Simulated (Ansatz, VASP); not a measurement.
# Au: VASP beside Ansatz

```xyz
2
Lattice="2.7591 -0.0597 0.3339 -0.0725 2.9517 0.3856 -0.5060 -0.5404 4.0613" Properties=species:S:1:pos:R:3 pbc="T T T"
Au    0.2919    0.3177    3.2266
Au    1.8888    2.0338    1.5542
```

Alike in both runs: functional PBEsol; k mesh 8 × 8 × 4; occupations gaussian, width 0.1 eV; no spin polarisation.

Ansatz relaxed the structure, and its values are those at the end. VASP's run is a single point on that final structure, the one shown.

```csv
,VASP,Ansatz
version,VASP 6.6.1,Ansatz 0.2.0
potentials or method,"VASP PAW PBE potentials, release 64 (Au)","scalar-relativistic, plane waves, PAW"
plane-wave cutoff (eV),520,420
valence electrons in the cell,22,38
```

```tsv
	VASP	Ansatz	Ansatz less VASP
gap on the k mesh at the Fermi level (eV)	none	none	-
pressure (GPa)	-0.2	0.0	+0.25
rms of the force components (eV/Å)	0.007	0.007	0.0000
```

A gap of «none» marks a metal or a gap that the smearing closes. The functional is the same, so the differences come from potentials, cutoffs and numerics. The two sets of potentials don't hold the same shells in valence.

Caveats: the k mesh is coarse (spacing up to 0.38 Å⁻¹), so the values aren't converged; the PAW data sets were made with another functional, which shifts forces and pressure a little (VASP). The runs have no spin-orbit coupling, so splittings on Au are missing.
